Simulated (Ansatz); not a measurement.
Crystal: Ru.

```
Ru
1.0
     2.70580    0.00000    0.00000
    -1.35290    2.34329    0.00000
     0.00000    0.00000    4.28190
Ru
2
Direct
  0.66667 0.33333 0.75000
  0.33333 0.66667 0.25000
```

Base run:

```yaml
Program: Ansatz 0.2.0
Functional: PBE
Potentials_or_basis: Ansatz PAW
Cutoff: 250 eV
Density_cutoff: 1000 eV
k_mesh: 11 × 11 × 6
Occupations: fermi-dirac, width 0.05 eV
Spin: no spin polarisation
```

Its results: band gap on the k mesh none (metal or under the smearing width); pressure 15.1 GPa.

The run is repeated on the same cell with these changes: potentials or basis from Ansatz PAW to JTH PAW; cutoff from 250 eV to 1800 eV (not typed: the program's choice for these potentials). What comes out?

Band gap on the k mesh none (metal or under the smearing width); pressure 4.4 GPa.

Caveats: so large a pressure means that the cell lies far from this level's equilibrium, or that cutoff or potentials fall short (some runs); the pressure holds a Pulay correction of +117.6 GPa for the finite cutoff (some runs); the cutoff lies under the one recommended for these potentials (some runs).
